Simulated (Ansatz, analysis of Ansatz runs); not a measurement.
**Charge-transition level of the Mn on the Ga site in GaP (PBE)**

Aim: the charge-transition level of the Mn on the Ga site in GaP, to be set beside the measurement. Set-up: PBE, 32-site cell, PBE lattice, 420 eV, k: the single point 1/4 1/4 1/4 then 2x2x2 shifted 0.5 0.5 0.5, no spin. The model is a cell of 32 host atoms with 1 Ga taken out and 1 Mn put in. The level is the Fermi energy at which two charge states have equal formation energy, after a correction for the images of the charge.

What was measured. (0/-1) level above the valence-band top: 0.4 eV, by temperature-dependent Hall effect (quoted in “Electronic structure of transition-atom impurities in GaP”, 1985, V. A. Singh and Alex Zunger, quoting earlier work (1976)). The calculation is set beside it at the end.

Program: Ansatz 0.2.0. Level of theory: plane-wave PAW DFT, PBE; relaxation of all atoms of a defect supercell. Results are calculated unless marked as measured.

Report form: the programs' logs are mostly left out.

## (1) Set-up

The cell holds 32 atoms: 15 Ga, 1 Mn and 16 P. Its edges and angles: a = 9.535 Å, b = 9.535 Å, c = 9.535 Å, α = 109.5°, β = 109.5°, γ = 109.5°. It derives from GaP (space group F-43m). Nearest the centre at fractional (0.250, 0.500, 0.250): Mn7 at 0.00 Å, P23 at 2.38 Å, P19 at 2.38 Å, P22 at 2.38 Å, P28 at 2.38 Å, Ga3 at 3.89 Å, Ga11 at 3.89 Å, Ga6 at 3.89 Å.

The host's primitive cell comes from a first run (plane-wave PAW DFT, PBE; relaxation of the host's cell and atoms): vectors of 3.893, 3.893 and 3.893 Å. That is 20.86 Å³ an atom, 3.0 % over the diffraction cell's volume. The supercell is built on it.

## (2) Relaxation, charge 0

Every later number rests on the structure around the defect, so the atoms are relaxed at the host's lattice first.

Input file relax0/input.yaml:

```yaml
relax:
  f_tol: 0.02
  max_steps: 80
  random_displacement: { amplitude: 0.05, seed: 396 }
crystal:
  lattice:
    - [-5.50512848, 5.50512848, -5.50512848]
    - [5.50512848, 5.50512848, 5.50512848]
    - [5.50512848, -5.50512848, -5.50512848]
  atoms:
    - { symbol: Ga, position: [0.0, 0.0, 0.0] }
    - { symbol: Ga, position: [0.0, 0.25, 0.75] }
    - { symbol: Ga, position: [0.0, 0.5, 0.5] }
    - { symbol: Ga, position: [0.0, 0.75, 0.25] }
    - { symbol: Ga, position: [0.25, 0.0, 0.75] }
    - { symbol: Ga, position: [0.25, 0.25, 0.5] }
    - { symbol: Mn, position: [0.25, 0.5, 0.25] }
    - { symbol: Ga, position: [0.25, 0.75, 0.0] }
    - { symbol: Ga, position: [0.5, 0.0, 0.5] }
    - { symbol: Ga, position: [0.5, 0.25, 0.25] }
    - { symbol: Ga, position: [0.5, 0.5, 0.0] }
    - { symbol: Ga, position: [0.5, 0.75, 0.75] }
    - { symbol: Ga, position: [0.75, 0.0, 0.25] }
    - { symbol: Ga, position: [0.75, 0.25, 0.0] }
    - { symbol: Ga, position: [0.75, 0.5, 0.75] }
    - { symbol: Ga, position: [0.75, 0.75, 0.5] }
    - { symbol: P, position: [0.0, 0.0, 0.75] }
    - { symbol: P, position: [0.0, 0.25, 0.5] }
    - { symbol: P, position: [0.0, 0.5, 0.25] }
    - { symbol: P, position: [0.0, 0.75, 0.0] }
    - { symbol: P, position: [0.25, 0.0, 0.5] }
    - { symbol: P, position: [0.25, 0.25, 0.25] }
    - { symbol: P, position: [0.25, 0.5, 0.0] }
    - { symbol: P, position: [0.25, 0.75, 0.75] }
    - { symbol: P, position: [0.5, 0.0, 0.25] }
    - { symbol: P, position: [0.5, 0.25, 0.0] }
    - { symbol: P, position: [0.5, 0.5, 0.75] }
    - { symbol: P, position: [0.5, 0.75, 0.5] }
    - { symbol: P, position: [0.75, 0.0, 0.0] }
    - { symbol: P, position: [0.75, 0.25, 0.75] }
    - { symbol: P, position: [0.75, 0.5, 0.5] }
    - { symbol: P, position: [0.75, 0.75, 0.25] }
  host:
    repeats: [1, 1, 1]
    atoms:
      - { symbol: Ga, position: [0.0, 0.0, 0.0] }
      - { symbol: Ga, position: [0.0, 0.25, 0.75] }
      # ... 30 more atoms of the perfect host
basis:
  ecutwfc: 420
  xc_grid: 2
hamiltonian:
  xc: pbe
kpoints:
  mp_grid: { grid: [1, 1, 1], shift: [0.25, 0.25, 0.25] }
scf:
  occupations: { method: fermi_dirac, width: 0.01 }
  max_iter: 100
output:
  forces: true
  charged_corrections:
    epsilon: 10.62
    static_epsilon: 12.85
    defect_position: [0.25, 0.5, 0.25]
checkpoint:
  write: "../relax0.run"
  compress: false
  write_wavefunctions: true
  write_every: 100000
```

Launch:

```
$ ansatz run input.yaml --threads 2 --pin off --max-ram 3768MiB --backend cpu --events-out ev --progress --plain --runs-dir out
```

Run time: 36 s. Hardware: 2 threads of Intel Xeon 6975P-C (Granite Rapids), shared host; peak memory 1.2 GiB; 68 s of CPU time.

The run converged, but on settings that a careful run would not use, so its numbers are not the defect's.

## (3) Relaxation, charge −1

Input file relax1/input.yaml:

```yaml
relax:
  f_tol: 0.02
  max_steps: 80
  random_displacement: { amplitude: 0.05, seed: 396 }
crystal:
  lattice:
    - [-5.50512848, 5.50512848, -5.50512848]
    - [5.50512848, 5.50512848, 5.50512848]
    - [5.50512848, -5.50512848, -5.50512848]
  atoms:
    - { symbol: Ga, position: [0.0, 0.0, 0.0] }
    - { symbol: Ga, position: [0.0, 0.25, 0.75] }
    - { symbol: Ga, position: [0.0, 0.5, 0.5] }
[... 2 atom lines left out ...]
    - { symbol: Ga, position: [0.25, 0.25, 0.5] }
    - { symbol: Mn, position: [0.25, 0.5, 0.25] }
    - { symbol: Ga, position: [0.25, 0.75, 0.0] }
[... 2 atom lines left out ...]
    - { symbol: Ga, position: [0.5, 0.5, 0.0] }
    - { symbol: Ga, position: [0.5, 0.75, 0.75] }
[... 3 atom lines left out ...]
    - { symbol: Ga, position: [0.75, 0.75, 0.5] }
[... 2 atom lines left out ...]
    - { symbol: P, position: [0.0, 0.5, 0.25] }
[... 2 atom lines left out ...]
    - { symbol: P, position: [0.25, 0.25, 0.25] }
    - { symbol: P, position: [0.25, 0.5, 0.0] }
[... 4 atom lines left out ...]
    - { symbol: P, position: [0.5, 0.75, 0.5] }
[... 3 atom lines left out ...]
    - { symbol: P, position: [0.75, 0.75, 0.25] }
  host:
    repeats: [1, 1, 1]
    atoms:
      - { symbol: Ga, position: [0.0, 0.0, 0.0] }
      - { symbol: Ga, position: [0.0, 0.25, 0.75] }
      # ... 30 more atoms of the perfect host
total_charge: -1
basis:
  ecutwfc: 420
  xc_grid: 2
hamiltonian:
  xc: pbe
kpoints:
  mp_grid: { grid: [1, 1, 1], shift: [0.25, 0.25, 0.25] }
scf:
  occupations: { method: fermi_dirac, width: 0.01 }
  max_iter: 100
output:
  forces: true
  charged_corrections:
    epsilon: 10.62
    static_epsilon: 12.85
    defect_position: [0.25, 0.5, 0.25]
checkpoint:
  write: "../relax1.run"
  compress: false
  write_wavefunctions: true
  write_every: 100000
```

Wall time 2.1 min (2 threads); peak memory 1.2 GiB.

The run converged, but on settings that a careful run would not use, so its numbers are not the defect's.

## (4) Single point, charge 0

The relaxed structure is kept, and the final numbers are taken at the final level and k-points.

This step: plane-wave PAW DFT, PBE; single point of a defect supercell.

Input file point0/input.yaml:

```yaml
crystal:
  lattice:
    - [-5.50512848, 5.50512848, -5.50512848]
    - [5.50512848, 5.50512848, 5.50512848]
    - [5.50512848, -5.50512848, -5.50512848]
  atoms:
    - { symbol: Ga, position: [0.001608622, 0.003261757, 0.001060571] }
    - { symbol: Ga, position: [0.001589821, 0.251194473, 0.753175068] }
    - { symbol: Ga, position: [0.002097315, 0.499604768, 0.497885694] }
    - { symbol: Ga, position: [0.002067535, 0.747990419, 0.24949728] }
[... 1 atom line left out ...]
    - { symbol: Ga, position: [0.250023898, 0.251629972, 0.497893198] }
    - { symbol: Mn, position: [0.250009281, 0.499589037, 0.249514374] }
[... 1 atom line left out ...]
    - { symbol: Ga, position: [0.497957776, -0.004047759, 0.497398876] }
[... 2 atom lines left out ...]
    - { symbol: Ga, position: [0.497903852, 0.747503714, 0.745815017] }
[... 1 atom line left out ...]
    - { symbol: Ga, position: [0.753694136, 0.25114648, 0.001080188] }
[... 1 atom line left out ...]
    - { symbol: Ga, position: [0.746352607, 0.747471913, 0.497402767] }
[... 2 atom lines left out ...]
    - { symbol: P, position: [0.017455175, 0.499587599, 0.249470662] }
[... 2 atom lines left out ...]
    - { symbol: P, position: [0.250004261, 0.267029327, 0.249489737] }
    - { symbol: P, position: [0.250042627, 0.499559084, 0.016970096] }
[... 4 atom lines left out ...]
    - { symbol: P, position: [0.482576982, 0.73215764, 0.482037332] }
[... 3 atom lines left out ...]
    - { symbol: P, position: [0.751194776, 0.749165243, 0.249494299] }
  host:
    repeats: [1, 1, 1]
    atoms:
      - { symbol: Ga, position: [0.0, 0.0, 0.0] }
      - { symbol: Ga, position: [0.0, 0.25, 0.75] }
      # ... 30 more atoms of the perfect host
basis:
  ecutwfc: 420
  xc_grid: 2
hamiltonian:
  xc: pbe
kpoints:
  mp_grid: { grid: [2, 2, 2], shift: [0.5, 0.5, 0.5] }
scf:
  occupations: { method: fermi_dirac, width: 0.01 }
  max_iter: 100
output:
  forces: true
  charged_corrections:
    epsilon: 10.62
    static_epsilon: 12.85
    defect_position: [0.25, 0.5, 0.25]
  eigenvalues: true
checkpoint:
  read: "../relax0.run"
  write: "../point0.run"
  compress: false
  write_wavefunctions: true
  write_every: 100000
```

Wall time 42 s (2 threads); peak memory 1.7 GiB.

The run converged, but on settings that a careful run would not use, so its numbers are not the defect's.

## (5) Single point, charge −1

This step: plane-wave PAW DFT, PBE; single point of a defect supercell.

Input file point1/input.yaml:

```yaml
crystal:
  lattice:
    - [-5.50512848, 5.50512848, -5.50512848]
    - [5.50512848, 5.50512848, 5.50512848]
    - [5.50512848, -5.50512848, -5.50512848]
  atoms:
    - { symbol: Ga, position: [0.005348559, 0.007515189, 0.006372484] }
    - { symbol: Ga, position: [0.001263687, 0.251219206, 0.751270477] }
[... 1 atom line left out ...]
    - { symbol: Ga, position: [0.002354534, 0.743816975, 0.25051136] }
[... 2 atom lines left out ...]
    - { symbol: Mn, position: [0.250124848, 0.498730766, 0.239723413] }
[... 1 atom line left out ...]
    - { symbol: Ga, position: [0.497703142, -0.008466292, 0.49817156] }
    - { symbol: Ga, position: [0.494685537, 0.252166972, 0.251033557] }
[... 1 atom line left out ...]
    - { symbol: Ga, position: [0.499412007, 0.748831524, 0.745277755] }
[... 1 atom line left out ...]
    - { symbol: Ga, position: [0.757600572, 0.255026623, 0.006047821] }
[... 1 atom line left out ...]
    - { symbol: Ga, position: [0.742563933, 0.747539426, 0.498579495] }
[... 2 atom lines left out ...]
    - { symbol: P, position: [0.023453988, 0.499347826, 0.253875553] }
[... 2 atom lines left out ...]
    - { symbol: P, position: [0.250037724, 0.272416531, 0.255502588] }
    - { symbol: P, position: [0.249994419, 0.500821007, 0.006338176] }
[... 4 atom lines left out ...]
    - { symbol: P, position: [0.47674666, 0.726048435, 0.480576108] }
[... 3 atom lines left out ...]
    - { symbol: P, position: [0.751371891, 0.748823014, 0.250350387] }
  host:
    repeats: [1, 1, 1]
    atoms:
      - { symbol: Ga, position: [0.0, 0.0, 0.0] }
      - { symbol: Ga, position: [0.0, 0.25, 0.75] }
      # ... 30 more atoms of the perfect host
total_charge: -1
basis:
  ecutwfc: 420
  xc_grid: 2
hamiltonian:
  xc: pbe
kpoints:
  mp_grid: { grid: [2, 2, 2], shift: [0.5, 0.5, 0.5] }
scf:
  occupations: { method: fermi_dirac, width: 0.01 }
  max_iter: 100
output:
  forces: true
  charged_corrections:
    epsilon: 10.62
    static_epsilon: 12.85
    defect_position: [0.25, 0.5, 0.25]
  eigenvalues: true
checkpoint:
  read: "../relax1.run"
  write: "../point1.run"
  compress: false
  write_wavefunctions: true
  write_every: 100000
```

Elapsed: 45 s, on 2 threads; peak memory 1.7 GiB; 88 s of CPU time.

The run converged, but on settings that a careful run would not use, so its numbers are not the defect's.

## (6) Charge-transition levels

A charged cell feels its images and has its own zero of potential; this step corrects both and places the level between the host's band edges.

This step: place-levels on PBE runs: charge-transition levels with image-charge correction and potential alignment at the atomic sites.

Input file levels.yaml:

```yaml
host:
  run: host.point.run
  levels_from: { run: edges.run }
states: [point0.run, point1.run]
geometry_from:
  point0.run: relax0.run
  point1.run: relax1.run
```

Launch:

```
$ ansatz place-levels levels.yaml -- --threads 2 --pin off --max-ram 3768MiB
```

The job ended after 0.15 s (2 threads).

What was changed: . The numbers above are not the defect's.

## (7) Outcome

This set-up is not sound: no spin polarisation for an open shell. For the record: (0/-1) level above the valence-band top: computed 1.10 eV, measured 0.4 eV; 0.70 eV above the measurement.

[Logs are printed without paths, hosts, clocks, repeated set-up lines and the standing remarks that a program may print on its own settings, such as how far it seeks lower states.]

[Hosts, paths, dates, database ids (printed as entryN), source tags and the programs' standing remarks are cut or masked in the printed files.]

[For some hosts the program warned that the k-mesh of the response run may be too coarse for force constants and the static dielectric constant; such warnings are not shown here.]
